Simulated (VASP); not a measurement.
Here is the system:

```
CELL_PARAMETERS angstrom
      2.69000     0.00000     0.00000
      0.00000     2.69000     0.00000
      0.00000     0.00000     3.70000
ATOMIC_POSITIONS crystal
  Co 0.00000 0.00000 0.00000
  Pt 0.50000 0.50000 0.50000
```
Starting moments (μB, in the order of the record's atoms Co Pt): 2.0 0.0.

Computed with PBE GGA + U (Dudarev), VASP's PBE PAW potentials (set 64) (plane waves; VASP 6.6.1). Settings: 400 eV cut-off, 12×12×9 Γ-centred mesh, first-order Methfessel-Paxton smearing of 0.10 eV, potentials Co Pt, U − J: Co 6.00 eV.

Question: Give the stress tensor in GPa (positive for a compressed cell).

Answer: 
```
22.84   0.00   0.00
 0.00  22.84   0.00
 0.00   0.00  13.07
```
The pressure is its mean diagonal, 19.58 GPa.

The compound is CoPt in the L1_0 structure. The cell was not relaxed at this level. The run is one of a series of settings (LDAU = .TRUE., LDAUJ = 0 0, LDAUL = 2 -1, LDAUTYPE = 2, LDAUU = 6.0 0 against the base run), some of them coarse on purpose.
